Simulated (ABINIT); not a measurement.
Runs of ABINIT 10.8.3 (patched build) on Fe. Symmetry: Im-3m, No. 229, cubic system. The conventional cell has a = 2.886 Å, b = 2.886 Å, c = 2.886 Å, α = 90.00°, β = 90.00°, γ = 90.00°. Around Fe (site symmetry m-3m) lie 8 Fe at 2.50 Å. 

```tsv
task	level	potentials or basis	k mesh	cutoff (eV)	fine-grid cutoff	most SCF steps	thinning of the exchange mesh (fockdownsampling)	mesh quality	gap on the mesh (eV)	pressure (GPa)	moment (μB)
band structure	SOGGA	JTH PAW PBE v2.0	13 × 13 × 13	707	1306.15 eV	-	-	not flagged	none	(a)	2.29
single point	PBEsol	JTH PAW PBE v2.0	5 × 5 × 5	463	925.187 eV	-	-	coarse	none	-	2.08
band structure	PW91	JTH PAW PBE v2.0	13 × 13 × 13	707	1306.15 eV	-	-	not flagged	none	-10.9	2.23
band structure	revPBE	JTH PAW PBE v2.0	13 × 13 × 13	707	1306.15 eV	-	-	not flagged	none	-6.0	2.29
band structure	rPW86PBE	JTH PAW PBE v2.0	13 × 13 × 13	707	1306.15 eV	-	-	not flagged	none	-4.7	2.15
band structure	AM05	JTH PAW PBE v2.0	13 × 13 × 13	707	1306.15 eV	-	-	not flagged	none	-17.6	2.34
single point	PBEsol	PseudoDojo NC SR PBEsol v0.4.1 standard	13 × 13 × 13	1225	-	-	-	not flagged	none	-15.6	2.38
single point	HSE06	PseudoDojo NC SR PBE v0.4.1 standard	6 × 6 × 6	1116	-	60	2 × 2 × 2	coarse	none	-	2.73
band structure	BP86	JTH PAW PBE v2.0	13 × 13 × 13	463	925.187 eV	-	-	not flagged	none	-	2.18
single point	PBE	JTH PAW PBE v2.0	13 × 13 × 13	707	1306.15 eV	-	-	not flagged	none	-10.2	(b)
band structure	RPBE	JTH PAW PBE v2.0	13 × 13 × 13	707	1306.15 eV	-	-	not flagged	none	-4.4	2.31
single point	PBE	JTH PAW PBE v2.0	8 × 8 × 8	707	1306.15 eV	-	-	coarse	none	-8.1	2.36
```

Alike in all rows: spin collinear, ferromagnetic start; cell as given; smearing fermi-dirac 0.05 eV.

Question: Estimate the missing entries.

Answer: (a) -19.5; (b) 2.26.

Caveats: some runs use coarse meshes; the PAW data sets were made with another functional, which shifts forces and pressure a little (some runs); so large a pressure means that the cell lies far from this level's equilibrium, or that cutoff or potentials fall short (some runs); the potentials were made for another functional, which shifts forces and pressure (some runs); exact exchange is summed on a coarse mesh, which widens gaps by tenths of an eV (some runs); Libxc's HSE differs a little from that of other programs (some runs).

A k mesh can miss the band edges.

A gap of «none» marks a metal or a gap under the smearing width.

Not every run made on this cell is shown here.
